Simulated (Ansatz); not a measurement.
**GeS (Pnma) under several functionals**

Plane-wave DFT in Ansatz with scalar-relativistic PAW potentials. The same structure was relaxed (cell and atoms, symmetry kept) in separate runs at each level. No spin polarisation.

How do the levels PBE, PBE+D3(BJ), r2SCAN compare?

| level | cutoff (eV) | k mesh | V (Å³/atom) | a (Å) | b (Å) | c (Å) | gap (eV) |
| --- | --- | --- | --- | --- | --- | --- | --- |
| PBE+D3(BJ) | 420 | 4×8×6 | 21.356 | 10.659 | 3.682 | 4.353 | 1.23 |
| PBE | 420 | 4×8×6 | 21.997 | 10.781 | 3.668 | 4.450 | 1.24 |
| r2SCAN | 500 | 4×8×6 | 22.101 | 10.832 | 3.590 | 4.547 | 1.35 |

Adding D3 to PBE changes the volume by -2.9 %; the term is attractive, so it pulls cells in. r2SCAN lies 0.5 % over PBE in volume. Each gap belongs to its own cell, so it mixes the functional's effect with that of the volume; gaps are the least found on the k mesh or on a band path.

An atom lies near a switch of its D3 coefficient C6 between reference coordination numbers, so the dispersion energy changes steeply there and can make or shift the minimum.